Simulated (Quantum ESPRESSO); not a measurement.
## HfN under changes of volume

One of the cells (11.482 Å³/atom); the others are scaled copies at fixed shape and fractional positions:

```
Hf N
1.0
     0.00000    2.25600    2.25600
     2.25600    0.00000    2.25600
     2.25600    2.25600    0.00000
Hf N
1 1
Direct
  0.00000 0.00000 0.00000
  0.50000 0.50000 0.50000
```

* Program: Quantum ESPRESSO 7.5
* Functional: PBE
* Dispersion: D3(BJ)
* Potentials or basis: PseudoDojo 0.4.1 SR PBE standard
* Cutoff: 1143 eV
* Density cutoff: 4572 eV
* k mesh: 10 × 10 × 10
* Occupations: fermi-dirac, width 0.05 eV
* Spin: no spin polarisation

```tsv
volume (Å³/atom)	energy over the lowest point (meV/atom)	pressure (GPa)
10.793	46.12	21.2
11.023	?	?
11.252	6.01	7.2
11.482	0.00	1.3
11.712	2.11	-4.1
11.941	11.50	-8.9
12.171	27.48	-13.3
```

Question: What does the run at 11.023 Å³/atom give?

Answer: Energy over the lowest point 21.07 meV/atom; pressure 13.9 GPa.

Worked out: A Birch-Murnaghan fit of order 3 (a polynomial in V^(-2/3)) to the other rows has its minimum at 11.53 Å³/atom with B0 = V·E''(V) = 277 GPa and B' = 4.4. It gives 21.00 meV/atom at 11.023 Å³/atom, against the run's 21.07, and -dE/dV = 13.9 GPa, against 13.9.

Energies are extrapolated to zero smearing.

Caveats: pairwise dispersion overbinds metals, which lowers pressure and volume.
